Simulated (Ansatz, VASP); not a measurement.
# P: VASP beside Ansatz

```
P
1.0
     1.62397    0.93760    3.53417
    -1.62397    0.93760    3.53417
     0.00000   -1.87520    3.53417
P
2
Direct
  0.22708 0.22708 0.22708
  0.77292 0.77292 0.77292
```

Alike in both runs: task single point; functional PBEsol; k mesh 18 × 18 × 18; occupations gaussian, width 0.15 eV; no spin polarisation.

|  | VASP | Ansatz |
| --- | --- | --- |
| version | VASP 6.6.1 | Ansatz 0.2.0 |
| potentials or method | VASP PAW PBE potentials, release 64 (P) | scalar-relativistic, plane waves, PAW |
| plane-wave cutoff (eV) | 520 | 420 |
| valence electrons in the cell | 10 | 10 |

Ansatz gave:

* gap on the k mesh at the Fermi level (eV): none
* pressure (GPa): 1.5
* largest component of the traceless stress (GPa): 6.55
* rms of the force components (eV/Å): 0.261

**Question.** Estimate VASP's values.

**Answer.** gap on the k mesh at the Fermi level (eV): none; pressure (GPa): 1.5; largest component of the traceless stress (GPa): 6.55; rms of the force components (eV/Å): 0.293.

Atom by atom the forces differ by 0.031 eV/Å (rms over components). A gap of «none» marks a metal or a gap that the smearing closes. With one functional, cell and mesh, what is left measures potentials, basis and numerics.

Caveats: the PAW data sets were made with another functional, which shifts forces and pressure a little (VASP).
